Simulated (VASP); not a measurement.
Here is a VASP 6.6.1 calculation.

File INCAR:

```
SYSTEM = Pt
PREC = Accurate
ENCUT = 520
EDIFF = 1E-6
ISMEAR = 0
SIGMA = 0.1
LREAL = .FALSE.
LASPH = .TRUE.
NELM = 100
ALGO = Normal
ISIF = 2
LWAVE = .FALSE.
LCHARG = .FALSE.
GGA = PE
NBANDS = 17
```

KPOINTS

```
regular mesh
0
G
  6 6 6
  0 0 0
```

POSCAR

```
Pt
1.0
    0.0000000000      2.6240086575      2.6240086575
    2.6240086575      0.0000000000      2.6240086575
    2.6240086575      2.6240086575      0.0000000000
Pt
2
Direct
    0.5000000000      0.5000000000      0.5000000000
    0.7500000000      0.7500000000      0.7500000000
```

Potentials or basis: VASP PAW PBE potentials, release 64 (Pt).

Launch:

```console
$ cat potpaw_PBE.64/Pt/POTCAR > POTCAR
$ mpirun -np 1 vasp_std > vasp.out
```

Problem. Estimate the pressure.

Solution. 67.7 GPa.

Problem. Estimate the band gap on the k mesh.

Solution. None (metal or under the smearing width).

Caveat: a pressure of tens of GPa on the cell as given is suspect, and the run, the potentials or the cell itself is likely at fault. The run has no spin-orbit coupling, so splittings on Pt are missing.
